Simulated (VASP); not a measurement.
# A VASP 6.6.1 relaxation on SiO₂

INCAR

```
NELM = 120
ISIF = 3
PSTRESS = 200
LASPH = .TRUE.
IBRION = 2
EDIFFG = -5E-3
LREAL = .FALSE.
SIGMA = 0.02
NSW = 40
EDIFF = 1E-7
ISMEAR = -1
ENCUT = 600
LCHARG = .FALSE.
LWAVE = .FALSE.
NBANDS = 15
GGA = CA
PREC = Accurate
```

KPOINTS

```
KPOINTS created by Atomic Simulation Environment
0
Gamma
8 8 8
0 0 0
```

POSCAR

```
Si O
 1.0000000000000000
     0.0000000000000000    2.2903635270075742    2.2903635270075742
     2.2903635270075742    0.0000000000000000    2.2903635270075742
     2.2903635270075742    2.2903635270075742   -0.0000000000000000
 Si  O
   1   2
Cartesian
  0.0000000000000000  0.0000000000000000  0.0000000000000000
  1.1451817635037871  1.1451817635037871  1.1451817635037871
  3.4355452905113619  3.4355452905113619  3.4355452905113619
```

The recommended LDA PAW datasets give the neutral cell 16 valence electrons.

Command

```
mpirun -np 1 vasp_std
```

Question: How does this run end, and what does it give?

Answer: It converged. Results: relaxed cell vector lengths 3.129, 3.129, 3.129 Å; relaxed cell volume 21.65 Å³.

OSZICAR

```
N       E                     dE             d eps       ncg     rms          rms(c)
DAV:   1     0.564863231791E+02    0.56486E+02   -0.92699E+03   894   0.113E+03
DAV:   2    -0.229056443606E+02   -0.79392E+02   -0.70039E+02  1150   0.231E+02
DAV:   3    -0.254515041218E+02   -0.25459E+01   -0.25347E+01  1038   0.399E+01
DAV:   4    -0.254613766493E+02   -0.98725E-02   -0.98719E-02  1122   0.292E+00
DAV:   5    -0.254614297402E+02   -0.53091E-04   -0.53090E-04  1059   0.210E-01    0.108E+01
DAV:   6    -0.227481015582E+02    0.27133E+01   -0.52923E+00   898   0.213E+01    0.413E+00
DAV:   7    -0.227209501688E+02    0.27151E-01   -0.27621E-01  1045   0.431E+00    0.172E+00
DAV:   8    -0.226947105819E+02    0.26240E-01   -0.23038E-02   947   0.149E+00    0.459E-01
DAV:   9    -0.226922468617E+02    0.24637E-02   -0.16625E-03  1045   0.412E-01    0.158E-01
DAV:  10    -0.226922337033E+02    0.13158E-04   -0.24459E-04  1003   0.121E-01    0.256E-02
...
DAV:   6    -0.226647461967E+02   -0.12396E-07   -0.43724E-08   484   0.183E-03
   6 F= -.19956514E+02 E0= -.19956514E+02  d E =0.304465E-04
       N       E                     dE             d eps       ncg     rms          rms(c)
DAV:   1    -0.226600032462E+02    0.47429E-02   -0.51554E-03   884   0.684E-01    0.124E-01
DAV:   2    -0.226597800643E+02    0.22318E-03   -0.49178E-04   877   0.209E-01    0.273E-02
DAV:   3    -0.226597723214E+02    0.77429E-05   -0.39155E-05  1017   0.504E-02    0.114E-02
DAV:   4    -0.226597692525E+02    0.30690E-05   -0.18138E-06   884   0.130E-02    0.353E-03
DAV:   5    -0.226597690481E+02    0.20433E-06   -0.38873E-07   989   0.531E-03    0.146E-03
DAV:   6    -0.226597690442E+02    0.39151E-08   -0.13291E-08   477   0.101E-03
   7 F= -.19956606E+02 E0= -.19956606E+02  d E =-.613691E-04
```

```tsv
ionic step	ΔH (meV/atom)	volume (Å³)	largest force (eV/Å)	pressure (GPa)	electronic steps
1	0.0	24.03	0.000	-12.62	13
2	104.9	18.79	0.000	92.87	9
3	-87.9	21.74	0.000	18.53	9
4	-88.0	21.67	0.000	19.77	6
5	-88.0	21.62	0.000	20.59	6
6	-88.0	21.70	0.000	19.28	6
7	-88.0	21.65	0.000	19.99	6
```

For comparison, a separate LDA relaxation on usual settings, not on those above, ends at 22.95 Å³.
